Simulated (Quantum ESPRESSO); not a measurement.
A run of Quantum ESPRESSO 7.5 is set up as follows.

pw.in

```
&CONTROL
  calculation = 'vc-relax'
  prefix = 'pwscf'
  outdir = './tmp'
  pseudo_dir = './pseudo'
  tprnfor = .true.
  tstress = .true.
  disk_io = 'low'
  nstep = 40
  forc_conv_thr = 0.0004
  etot_conv_thr = 1d-05
/
&SYSTEM
  ibrav = 0
  nat = 1
  ntyp = 1
  ecutwfc = 63
  ecutrho = 506
  nbnd = 14
  occupations = 'smearing'
  smearing = 'fd'
  degauss = 0.00367493
/
&ELECTRONS
  conv_thr = 2d-10
  electron_maxstep = 120
  mixing_beta = 0.5
/
&IONS
  ion_dynamics = 'bfgs'
/
&CELL
  cell_dynamics = 'bfgs'
  press = 0
  press_conv_thr = 0.3
/
ATOMIC_SPECIES
Pt   195.0840 pt_pbe_v1.4.uspp.F.UPF
CELL_PARAMETERS bohr
   0.0000000000    3.7055639578    3.7055639578
   3.7055639578    0.0000000000    3.7055639578
   3.7055639578    3.7055639578    0.0000000000
ATOMIC_POSITIONS bohr
Pt     0.0000000000    0.0000000000    0.0000000000
K_POINTS automatic
12 12 12 0 0 0
```

Potentials or basis: SSSP 1.3 efficiency PBE.

Command:

```bash
$ OMP_NUM_THREADS=1 pw.x -in pw.in > pw.out
```

Question: What does it give for the band gap on the k mesh?

Answer: None (metal or under the smearing width).

Question: Estimate the space group after relaxing (to 0.05 Å).

Answer: Fm-3m (No. 225).

Question: Estimate the relaxed volume.

Answer: 15.59 Å³/atom.

Question: Estimate the relaxed cell.

Answer: a = 2.804 Å, b = 2.804 Å, c = 2.804 Å, α = 60.00°, β = 60.00°, γ = 60.00°.

The path:
| step | energy change (eV) | largest force (eV/Å) | pressure (GPa) | volume (Å³) |
| --- | --- | --- | --- | --- |
| 1 | 0.0000 | 0.0000 | 9.17 | 15.08 |
| 2 | -0.0120 | 0.0000 | -3.17 | 15.80 |
| 3 | -0.0141 | 0.0000 | -0.24 | 15.61 |
| 4 | -0.0141 | 0.0000 | 0.01 | 15.59 |

Spin-orbit coupling is left out, which matters for the levels of Pt. Zero-point motion and thermal expansion aren't in these numbers.
